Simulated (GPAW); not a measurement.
# How the form of the self-energy moves the gap of RbBr (Fm-3m)

How much does the gap of RbBr (Fm-3m) depend on the approximation to the self-energy?

Calculated with GPAW 26.7.0; PBE and many-body steps on it, plane waves.

The database entry behind the starting cell differs from later determinations by our own check (about 0.5 % short), so it need not match the best structure at ambient conditions.

## (1) The structure

The structure is cubic, space group Fm-3m (No. 225). The conventional cell has a = 6.854 Å, b = 6.854 Å, c = 6.854 Å, α = 90.00°, β = 90.00°, γ = 90.00°. Rb has 6 Br at 3.43 Å nearest. Nearest to Br lie 6 Rb at 3.43 Å. Farther neighbours and most contacts between anions are not listed.

As a file:

```xyz
2
Lattice="0.0000 3.4270 3.4270 3.4270 0.0000 3.4270 3.4270 3.4270 0.0000" Properties=species:S:1:pos:R:3 pbc="T T T"
Rb    0.0000    0.0000    0.0000
Br    3.4270    3.4270    3.4270
```

The cell and positions come from the Crystallography Open Database and are kept as given unless a step says otherwise.

## (2) Empty states on the mesh, 4×4×4 mesh, 379 bands

This step: GPAW 26.7.0; DFT, PBE, plane waves, PAW.

The sums over transitions need many empty states on a uniform mesh; this step solves for them.

Contents of run.py:

```python
import json
import numpy as np
from gpaw.mpi import world
from gpaw import GPAW

calc = GPAW('gs.gpw').fixed_density(kpts={'size': (4, 4, 4), 'gamma': True},
    parallel={'domain': 1, 'band': 1},
    txt='nscf.txt')
calc.diagonalize_full_hamiltonian(nbands=379)
calc.write('full.gpw', mode='all')
res = {}
kpts = calc.get_ibz_k_points()
res['kpts'] = kpts
res['eigenvalues'] = [calc.get_eigenvalues(kpt=k) for k in range(len(kpts))]
res['n_electrons'] = calc.get_number_of_electrons()

if world.rank == 0:
    with open('result.json', 'w') as f:
        json.dump(res, f, default=lambda x: x.tolist())
```

Run with:

```
mpirun -n 4 gpaw python run.py
```

Numbers of over 12 decimals in the logs are rounded to 6 here.

The log of the run:

```text
Diagonalizing LCAO Hamiltonian
Converting LCAO to pw mode
convergence criteria:
- Maximum integral of absolute [eigenst]ate change: 4e-08 eV^2 / valence electron
maximum number of iterations: 100

SCF iterations
|iter     |     time |      energy | eigst |  dens |
|iter:   1|  |             | +1.56 |       |
|iter:   2|  |             | +0.38 |       |
|iter:   3|  |             | -0.51 |       |
[...]
|iter:  14|  |             | -6.98 |       |
|iter:  15|  |             | -7.31 |       |
|iter:  16|  |             | -7.54c|       |
SCF steps: 16
  __  _  _
 | _ |_)|_||  |
 |__||  | ||/\| - 26.7.0

Input parameters:
  mode=PW(ecut=450.000000),
  convergence={'density': 1e-06, 'bands': -3},
  gpts=array([24, 24, 24]),
  kpts=MonkhorstPack(size=(4, 4, 4), gamma=True),
  maxiter=100,
  nbands=15,
  occupations=Occupations(name='fermi-dirac', width=0.001, fixmagmom=False),
  parallel={'domain': 1, 'band': 1},
  xc=XC(name='PBE')
Matrix size: 1807x1807
# Writing to full.gpw (mode='all')
  [... matrices ...]

timing:  # [seconds]
  Total: 8.733  # ━━━━━━━━━━━━━━━━━━━━━━━━━━━━━━━━━━━━━━━━━━━━━━━━━━━━━━━━━━━
```

It took 14 s on 4 MPI ranks of Intel Xeon Platinum 8375C at 2.90GHz (Ice Lake), shared host; peak memory 1.7 GiB.

Numbers from this step:

```yaml
gap: 4.368 eV
k_of_the_valence_top: 0, 0, 0
k_of_the_conduction_bottom: 0, 0, 0
least_direct_gap: 4.368 eV
k_points_computed: 8
lowest_point_of_the_top_converged_band_above_the_valence_top: 156.2231 eV
```

On this mesh the gap is 4.368 eV.

## (3) G0W0, Godby-Needs plasmon pole

Now the one-shot GW correction: screening in the RPA, then the self-energy of the levels asked for.

This step: G0W0 on PBE, plane waves, PAW.

Contents of run.py:

```python
import json
import numpy as np
from gpaw.mpi import world
from gpaw.response.g0w0 import G0W0

gw = G0W0('full.gpw',
    filename='gw',
    kpts=[0],
    bands=(6, 10),
    ecut=96,
    nbands=171,
    integrate_gamma='WS',
    ppa=True)
gw.calculate()
res = {mode: {k: v for k, v in r.items() if k != 'sigma_eskwn'}
       for mode, r in gw.all_results.items()}

if world.rank == 0:
    with open('result.json', 'w') as f:
        json.dump(res, f, default=lambda x: x.tolist())
```

Run with:

```
mpirun -n 4 gpaw python run.py
```

The log of the run:

```text
Using integrator: PointIntegrator
FrequencyGridDescriptor(from 0.000+0.000j to 0.000+27.211j eV, 2 points)
Nonperiodic BCs:  [False False False]
Using integrator: PointIntegrator
FrequencyGridDescriptor(from 0.000+0.000j to 0.000+27.211j eV, 2 points)
Nonperiodic BCs:  [False False False]
  ___  _ _ _
 |   || | | |
 | | || | | |
 |__ ||_____|
 |___|

BZ k-points: Symmetries present (total): 48

  [... matrices ...]
64 k-points: 4 x 4 x 4 Monkhorst-Pack grid + [1/8,1/8,1/8]
8 k-points in the irreducible part of the Brillouin zone
       k-points in crystal coordinates                weights
   0:     0.00000000    0.00000000    0.00000000          1/64
   1:     0.25000000    0.25000000    0.00000000          6/64
   2:     0.25000000    0.25000000    0.25000000          8/64
   3:     0.50000000    0.25000000   -0.25000000          6/64
   4:     0.50000000    0.25000000    0.25000000         12/64
   5:     0.50000000    0.50000000    0.00000000          3/64
   6:     0.50000000    0.50000000    0.25000000         24/64
   7:     0.50000000    0.50000000    0.50000000          4/64

Distributing spins, k-points and bands (1 x 1 x 4) over 4 processes
Number of blocks: 1

Quasi particle states:
k-points (IBZ indices): [0]
Band range: (6, 10)
  [... matrices ...]
Computational parameters:
Plane wave cut-off: 96 eV
Number of bands: 171
Coulomb cutoff: None
Broadening: 0.1 eV

fxc modes: GW
Kernel: RPA
Using Godby-Needs plasmon-pole approximation:
  Fitting energy: i*E0, E0 = 1.000 Hartree
Summing all q:

Calculating screened Coulomb potential
No Coulomb truncation
FrequencyGridDescriptor(from 0.000+0.000j to 0.000+27.211j eV, 2 points)
Removing empty qpoint cache files...

Calculating chi0 body with:
    Ground state adapter containing:
    Number of spins: 1
    Number of kpoints: 64
    Number of irreducible kpoints: 8
    Number of completely occupied states: 8
    Number of partially occupied states: 8
    Occupied states memory: 1.6875 M / cpu

    Linear response parametrization:
    q_c: [0.0, 0.0, 0.0]
    Number of frequency points: 2
    Planewave cutoff: 96.0
    Number of bands: 171
    Number of planewaves: 169
    Broadening (eta): 1e-06
    comm.size: 4
    kncomm.size: 4
    blockcomm.size: 1

    Memory estimate of potentially large arrays:
        chi0_wGG: 0.871613 M / cpu
Integrating chi0 body.

Symmetries of q_c:
    Direct symmetries (Uq -> q): 48
    Indirect symmetries (TUq -> q): 0
In total 48 allowed symmetries.

  [... matrices ...]
8 groups of equivalent kpoints. 87.5% reduction.

Integral kind: response function
Integrating chi0 head and wings.

Symmetries of q_c:
    Direct symmetries (Uq -> q): 48
    Indirect symmetries (TUq -> q): 0
In total 48 allowed symmetries.

  [... matrices ...]
8 groups of equivalent kpoints. 87.5% reduction.

Integral kind: response function wings

Calculating chi0 body with:
    Ground state adapter containing:
    Number of spins: 1
    Number of kpoints: 64
    Number of irreducible kpoints: 8
    Number of completely occupied states: 8
    Number of partially occupied states: 8
    Occupied states memory: 1.6875 M / cpu

    Linear response parametrization:
[... the further q-points ...]

Results:
f:      Occupation numbers
eps:     KS-eigenvalues [eV]
vxc:     KS vxc [eV]
exx:     Exact exchange [eV]
sigma:   Self-energies [eV]
dsigma:  Self-energy derivatives
Z:       Renormalization factors
qp:      QP-energies [eV]

k-point 0 (0): (0.000, 0.000, 0.000)                GW
band       f     eps     vxc     exx   sigma  dsigma       Z      qp
                                                                   GW
   6   1.000  -0.082 -15.451 -19.335   1.703  -0.217   0.822  -1.876
   7   1.000  -0.082 -15.451 -19.335   1.703  -0.217   0.822  -1.876
   8   0.000   4.286  -7.670  -4.190  -2.821  -0.142   0.876   4.863
   9   0.000   7.203  -7.950  -3.803  -2.940  -0.146   0.873   8.255
```

It took 39 s on 4 MPI ranks; peak memory 1.2 GiB; 2.6 min of CPU time.

Numbers from this step:

- G0W0 gap on the points computed: 6.739 eV
- least direct G0W0 gap on the computed points: 6.739 eV
- Z at the valence top: 0.8218
- Z at the conduction bottom: 0.8758
- starting gap on the mesh: 4.368 eV
- k of the valence top: 0, 0, 0
- k of the conduction bottom: 0, 0, 0

The gap on the mesh goes from 4.37 eV to 6.74 eV, a correction of +2.37 eV.

## (4) One-shot HSE06

This step: one-shot HSE06 levels on PBE orbitals, plane waves, PAW.

Contents of run.py:

```python
import json
import numpy as np
from gpaw.mpi import world
from gpaw.hybrids.eigenvalues import non_self_consistent_eigenvalues

dft, vxc, vxc_hyb = non_self_consistent_eigenvalues('full.gpw', 'HSE06', 6, 10, kpt_indices=[0])
res = {'dft': dft[0], 'hybrid': (dft - vxc + vxc_hyb)[0]}
if world.rank == 0:
    with open('hybrid.txt', 'w') as f:
        for k, e0, e1 in zip([0], res['dft'], res['hybrid']):
            print(k, ' '.join(f'{x:9.4f}' for x in e0), '|', ' '.join(f'{x:9.4f}' for x in e1), file=f)

if world.rank == 0:
    with open('result.json', 'w') as f:
        json.dump(res, f, default=lambda x: x.tolist())
```

Run with:

```
mpirun -n 4 gpaw python run.py
```

The log of the run:

```text
IBZ(<points: 8, symmetries: 48>)
Occupied bands: 8
Transforming wave functions from IBZ to BZ: 0.025 seconds
Distributing wave functions and iFFT-ing to real space: 0.133 seconds
Calculating eigenvalues:
  k-points: 1
  Bands: 6-9 (inclusive)
  Seconds: 0.226 (wave-function broadcasting: 0.003 seconds)
HSE06-eigenvalue shifts:
  min: -0.881 eV
  ave: -0.298 eV
  max: 0.359 eV
```

Run time: 4.7 s. Hardware: 4 MPI ranks; peak memory 0.81 GiB; 18 s of CPU time.

This step gave:

- starting gap on the mesh: 4.368 eV
- hybrid gap on the mesh: 5.460 eV
- least direct hybrid gap on the computed points: 5.460 eV

## (5) G0W0, extrapolated in the cutoff

This step: G0W0 on PBE, plane waves, PAW.

Contents of run.py:

```python
import json
import numpy as np
from gpaw.mpi import world
from gpaw.response.g0w0 import G0W0

gw = G0W0('full.gpw',
    filename='gw',
    kpts=[0],
    bands=(6, 10),
    ecut=160.0,
    integrate_gamma='WS',
    ppa=True,
    ecut_extrapolation=True)
gw.calculate()
res = {mode: {k: v for k, v in r.items() if k != 'sigma_eskwn'}
       for mode, r in gw.all_results.items()}

if world.rank == 0:
    with open('result.json', 'w') as f:
        json.dump(res, f, default=lambda x: x.tolist())
```

Run with:

```
mpirun -n 4 gpaw python run.py
```

The log of the run:

```text
Using integrator: PointIntegrator
FrequencyGridDescriptor(from 0.000+0.000j to 0.000+27.211j eV, 2 points)
Nonperiodic BCs:  [False False False]
Using integrator: PointIntegrator
FrequencyGridDescriptor(from 0.000+0.000j to 0.000+27.211j eV, 2 points)
Nonperiodic BCs:  [False False False]
  ___  _ _ _
 |   || | | |
 | | || | | |
 |__ ||_____|
 |___|

BZ k-points: Symmetries present (total): 48

  [... matrices ...]
64 k-points: 4 x 4 x 4 Monkhorst-Pack grid + [1/8,1/8,1/8]
8 k-points in the irreducible part of the Brillouin zone
       k-points in crystal coordinates                weights
   0:     0.00000000    0.00000000    0.00000000          1/64
   1:     0.25000000    0.25000000    0.00000000          6/64
   2:     0.25000000    0.25000000    0.25000000          8/64
[...]
6:     0.50000000    0.50000000    0.25000000         24/64
   7:     0.50000000    0.50000000    0.50000000          4/64

Distributing spins, k-points and bands (1 x 1 x 4) over 4 processes
Number of blocks: 1

Quasi particle states:
k-points (IBZ indices): [0]
Band range: (6, 10)
  [... matrices ...]
Computational parameters:
Extrapolating to infinite plane wave cut-off using points at:
  137.884 eV
  147.917 eV
  160.000 eV
Number of bands: 369
Coulomb cutoff: None
Broadening: 0.1 eV

fxc modes: GW
Kernel: RPA
Using Godby-Needs plasmon-pole approximation:
  Fitting energy: i*E0, E0 = 1.000 Hartree
Summing all q:

Calculating screened Coulomb potential
No Coulomb truncation
FrequencyGridDescriptor(from 0.000+0.000j to 0.000+27.211j eV, 2 points)
Removing empty qpoint cache files...

Calculating chi0 body with:
    Ground state adapter containing:
    Number of spins: 1
    Number of kpoints: 64
    Number of irreducible kpoints: 8
[...]
Linear response parametrization:
    q_c: [0.0, 0.0, 0.0]
    Number of frequency points: 2
    Planewave cutoff: 160.0
    Number of bands: 369
    Number of planewaves: 339
    Broadening (eta): 1e-06
    comm.size: 4
    kncomm.size: 4
    blockcomm.size: 1

    Memory estimate of potentially large arrays:
        chi0_wGG: 3.507111 M / cpu
Integrating chi0 body.

Symmetries of q_c:
    Direct symmetries (Uq -> q): 48
    Indirect symmetries (TUq -> q): 0
In total 48 allowed symmetries.

  [... matrices ...]
8 groups of equivalent kpoints. 87.5% reduction.

Integral kind: response function
Integrating chi0 head and wings.

Symmetries of q_c:
    Direct symmetries (Uq -> q): 48
    Indirect symmetries (TUq -> q): 0
In total 48 allowed symmetries.

  [... matrices ...]
8 groups of equivalent kpoints. 87.5% reduction.

Integral kind: response function wings

Calculating chi0 body with:
    Ground state adapter containing:
    Number of spins: 1
    Number of kpoints: 64
    Number of irreducible kpoints: 8
    Number of completely occupied states: 8
    Number of partially occupied states: 8
    Occupied states memory: 1.6875 M / cpu

    Linear response parametrization:
[... the further q-points ...]
Extrapolating selfenergy to infinite energy cutoff:
  Performing linear fit to 3 points
  Warning: Bad quality of linear fit for some (n,k).
           Higher cutoff might be necessary.
  Minimum R^2 = 0.8311. (R^2 Should be close to 1)
  [... matrices ...]
Results:
f:      Occupation numbers
eps:     KS-eigenvalues [eV]
vxc:     KS vxc [eV]
exx:     Exact exchange [eV]
sigma:   Self-energies [eV]
dsigma:  Self-energy derivatives
Z:       Renormalization factors
qp:      QP-energies [eV]

k-point 0 (0): (0.000, 0.000, 0.000)                GW
band       f     eps     vxc     exx   sigma  dsigma       Z      qp
                                                                   GW
   6   1.000  -0.082 -15.451 -19.335   1.232  -0.221   0.819  -2.255
   7   1.000  -0.082 -15.451 -19.335   1.232  -0.221   0.819  -2.255
   8   0.000   4.286  -7.670  -4.190  -2.941  -0.143   0.875   4.758
   9   0.000   7.203  -7.950  -3.803  -3.065  -0.147   0.872   8.145
```

Run time: 5.3 min. Hardware: 4 MPI ranks; peak memory 1.5 GiB; 21 min of CPU time.

This step gave:

```
quasiparticle gap on the points computed              : 7.013 eV
least direct quasiparticle gap on the computed points : 7.013 eV
Z at the valence top                                  : 0.8190
Z at the conduction bottom                            : 0.8750
starting gap on the mesh                              : 4.368 eV
k of the valence top                                  : 0, 0, 0
k of the conduction bottom                            : 0, 0, 0
gaps at the cutoffs of the extrapolation              : 6.850, 6.866, 6.883 eV
```

Against G0W0 in GPAW (4×4×4 mesh, 171 bands, screening to 96 eV, Godby-Needs plasmon pole), the gap moves by +0.274 eV.

## (6) One-shot PBE0

This step: one-shot PBE0 levels on PBE orbitals, plane waves, PAW.

Contents of run.py:

```python
import json
import numpy as np
from gpaw.mpi import world
from gpaw.hybrids.eigenvalues import non_self_consistent_eigenvalues

dft, vxc, vxc_hyb = non_self_consistent_eigenvalues('full.gpw', 'PBE0', 6, 10, kpt_indices=[0])
res = {'dft': dft[0], 'hybrid': (dft - vxc + vxc_hyb)[0]}
if world.rank == 0:
    with open('hybrid.txt', 'w') as f:
        for k, e0, e1 in zip([0], res['dft'], res['hybrid']):
            print(k, ' '.join(f'{x:9.4f}' for x in e0), '|', ' '.join(f'{x:9.4f}' for x in e1), file=f)

if world.rank == 0:
    with open('result.json', 'w') as f:
        json.dump(res, f, default=lambda x: x.tolist())
```

Run with:

```
mpirun -n 4 gpaw python run.py
```

The log of the run:

```text
IBZ(<points: 8, symmetries: 48>)
Occupied bands: 8
Transforming wave functions from IBZ to BZ: 0.023 seconds
Distributing wave functions and iFFT-ing to real space: 0.138 seconds
Calculating eigenvalues:
  k-points: 1
  Bands: 6-9 (inclusive)
  Seconds: 0.326 (wave-function broadcasting: 0.003 seconds)
HSE06-eigenvalue shifts:
  min: -1.310 eV
  ave: -0.326 eV
  max: 0.743 eV
```

Elapsed: 4.1 s, on 4 MPI ranks; peak memory 0.76 GiB; 15 s of CPU time.

Numbers from this step:

* starting gap on the mesh: 4.368 eV
* hybrid gap on the mesh: 6.249 eV
* least direct hybrid gap on the computed points: 6.249 eV

## (7) G0W0, full frequency, Hilbert transform

This step: G0W0 on PBE, plane waves, PAW.

Contents of run.py:

```python
import json
import numpy as np
from gpaw.mpi import world
from gpaw.response.g0w0 import G0W0

gw = G0W0('full.gpw',
    filename='gw',
    kpts=[0],
    bands=(6, 10),
    ecut=96,
    nbands=171,
    integrate_gamma='WS',
    frequencies={'type': 'nonlinear', 'domega0': 0.1, 'omega2': 15.0},
    eta=0.1,
    nblocksmax=True)
gw.calculate()
res = {mode: {k: v for k, v in r.items() if k != 'sigma_eskwn'}
       for mode, r in gw.all_results.items()}

if world.rank == 0:
    with open('result.json', 'w') as f:
        json.dump(res, f, default=lambda x: x.tolist())
```

Run with:

```
mpirun -n 4 gpaw python run.py
```

The log of the run:

```text
Using integrator: PointIntegrator
NonLinearFrequencyDescriptor(from 0.000 to 121.535 eV, 280 points)
Nonperiodic BCs:  [False False False]
Using integrator: PointIntegrator
NonLinearFrequencyDescriptor(from 0.000 to 121.535 eV, 280 points)
Nonperiodic BCs:  [False False False]
  ___  _ _ _
 |   || | | |
 | | || | | |
 |__ ||_____|
 |___|

BZ k-points: Symmetries present (total): 48

  [... matrices ...]
64 k-points: 4 x 4 x 4 Monkhorst-Pack grid + [1/8,1/8,1/8]
8 k-points in the irreducible part of the Brillouin zone
       k-points in crystal coordinates                weights
[...]
Results:
f:      Occupation numbers
eps:     KS-eigenvalues [eV]
vxc:     KS vxc [eV]
exx:     Exact exchange [eV]
sigma:   Self-energies [eV]
dsigma:  Self-energy derivatives
Z:       Renormalization factors
qp:      QP-energies [eV]

k-point 0 (0): (0.000, 0.000, 0.000)                GW
band       f     eps     vxc     exx   sigma  dsigma       Z      qp
                                                                   GW
   6   1.000  -0.082 -15.451 -19.335   1.676  -0.210   0.827  -1.909
   7   1.000  -0.082 -15.451 -19.335   1.676  -0.210   0.827  -1.909
   8   0.000   4.286  -7.670  -4.190  -2.787  -0.170   0.855   4.878
   9   0.000   7.203  -7.950  -3.803  -2.910  -0.180   0.848   8.251
```

The job ended after 65 s (4 MPI ranks; peak memory 1.6 GiB).

Numbers from this step:

* G0W0 gap on the points computed: 6.787 eV
* least direct G0W0 gap on the computed points: 6.787 eV
* starting gap on the mesh: 4.368 eV
* k of the valence top: 0, 0, 0
* k of the conduction bottom: 0, 0, 0

Against G0W0 in GPAW (4×4×4 mesh, 171 bands, screening to 96 eV, Godby-Needs plasmon pole), the gap moves by +0.049 eV.

## (8) Side by side

Times are wall times on 4 MPI ranks of Intel Xeon Platinum 8375C at 2.90GHz (Ice Lake), shared host, good to a factor of about two.

| run | mesh | bands | screening cutoff (eV) | DFT gap (eV) | gap on the mesh (eV) | direct (eV) | time |
| --- | --- | --- | --- | --- | --- | --- | --- |
| G0W0, Godby-Needs plasmon pole | 4×4×4 | 171 | 96 | 4.368 | 6.739 | 6.739 | 39 s |
| one-shot HSE06 | 4×4×4 | - | - | 4.368 | 5.460 | 5.460 | 4.7 s |
| G0W0, extrapolated in the cutoff | 4×4×4 | - | 160 | 4.368 | 7.013 | 7.013 | 5.3 min |
| one-shot PBE0 | 4×4×4 | - | - | 4.368 | 6.249 | 6.249 | 4.1 s |
| G0W0, full frequency, Hilbert transform | 4×4×4 | 171 | 96 | 4.368 | 6.787 | 6.787 | 65 s |

## (9) Outcome

```
G0W0, Godby-Needs plasmon pole          : 6.739 eV
one-shot HSE06                          : 5.460 eV
G0W0, extrapolated in the cutoff        : 7.013 eV
one-shot PBE0                           : 6.249 eV
G0W0, full frequency, Hilbert transform : 6.787 eV
known limits                            : not at the basis limit; no spin-orbit coupling
```

One-shot HSE06: −1.278 eV against G0W0, Godby-Needs plasmon pole. G0W0, extrapolated in the cutoff: +0.274 eV against G0W0, Godby-Needs plasmon pole, at other bands or cutoff, so not like for like. One-shot PBE0: −0.490 eV against G0W0, Godby-Needs plasmon pole. G0W0, full frequency, Hilbert transform: +0.049 eV against G0W0, Godby-Needs plasmon pole. One-shot hybrid levels are evaluated on the PBE orbitals. Bands and cutoff are finite, so the gap is not at the basis limit. The miss can reach some tenths of an eV and take either sign; the mesh is an error of its own. These stock PAW sets were not made for GW; the filled d or f shell of Br lies in the frozen core, which bears on start and correction. In the G0W0 runs levels were corrected at 1 k point alone, so a gap called «on the mesh» is the least over those, and an edge elsewhere would be missed. The program warns of a poor linear fit in the extrapolation of some level, so the extrapolated values are rough. The many-body steps are scalar-relativistic: spin-orbit coupling is not in them.

[Paths, hosts, dates, memory and timing lines, banners, echoed tables and standing remarks are left out of the program output.]

[Logs are printed without paths, hosts, clocks, repeated set-up lines and the standing remarks that a program may print on its own settings, such as how far it seeks lower states.]

[Runs of the session that timed out or met a known fault of the program may be left out.]

[Hosts, paths, dates, database ids (printed as entryN), source tags and the programs' standing remarks are cut or masked in the printed files.]
